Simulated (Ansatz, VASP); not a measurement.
**GaP2 in VASP and in Ansatz**

Contents of INCAR:

```
PREC = Accurate
ENCUT = 520
EDIFF = 1E-7
ISMEAR = 0
SIGMA = 0.1
LREAL = F
LASPH = T
NELM = 80
ALGO = Normal
ISIF = 2
LWAVE = F
LCHARG = T
GGA = PE
LELF = T
LVHAR = T
NBANDS = 32
```

The input KPOINTS:

```
Automatic mesh
0
Gamma
  6 4 4
```

Contents of POSCAR:

```
GaP2
1.0
    3.2423365012      0.0000000000      0.0000000000
    0.0000000000      5.1230459719      0.0000000000
    0.0000000000      0.0000000000      7.0770192158
Ga P
2 4
Direct
    0.5000000000      0.2739266883      0.5337413232
    0.5000000000      0.7260733117      0.0337413232
    0.0000000000      0.6606361725      0.5237655925
    0.0000000000      0.3393638275      0.0237655925
    0.5000000000      0.8565688292      0.6932736826
    0.5000000000      0.1434311708      0.1932736826
```

Input for Ansatz:

```yaml
crystal:
  lattice:
    - [3.2423365012, 0.0, 0.0]
    - [0.0, 5.1230459719, 0.0]
    - [0.0, 0.0, 7.0770192158]
  atoms:
    - { symbol: Ga, position: [0.5, 0.2739266883, 0.5337413232] }
    - { symbol: Ga, position: [0.5, 0.7260733117, 0.0337413232] }
    - { symbol: P, position: [0.0, 0.6606361725, 0.5237655925] }
    - { symbol: P, position: [0.0, 0.3393638275, 0.0237655925] }
    - { symbol: P, position: [0.5, 0.8565688292, 0.6932736826] }
    - { symbol: P, position: [0.5, 0.1434311708, 0.1932736826] }
basis:
  ecutwfc: 420
kpoints:
  mp_grid: { grid: [6, 4, 4] }
hamiltonian:
  xc: pbe
scf:
  occupations: { method: gaussian, width: 0.1 }
  lower_state_search: "off"
output:
  forces: true
  stress: true
  eigenvalues: true
```

Change from the starting cell: the structure that the rattled cell fell into.

Alike in both runs: task single point; functional PBE; k mesh 6 × 4 × 4; occupations gaussian, width 0.1 eV; no spin polarisation.

|  | VASP | Ansatz |
| --- | --- | --- |
| version | VASP 6.6.1 | Ansatz 0.2.0 |
| potentials or method | VASP PAW PBE potentials, release 64 (Ga_d, P) | scalar-relativistic, plane waves, PAW |
| plane-wave cutoff (eV) | 520 | 420 |
| valence electrons in the cell | 46 | 46 |

VASP gave:

- gap on the k mesh at the Fermi level (eV): none
- pressure (GPa): 0.2
- largest component of the traceless stress (GPa): 0.88
- rms of the force components (eV/Å): 0.057

Problem. Which values does Ansatz return?

Solution. gap on the k mesh at the Fermi level (eV): none; pressure (GPa): 0.3; largest component of the traceless stress (GPa): 0.84; rms of the force components (eV/Å): 0.035.

Atom by atom the forces differ by 0.023 eV/Å (rms over components). A gap of «none» marks a metal or a gap that the smearing closes. The functional is the same, so the differences come from potentials, cutoffs and numerics.
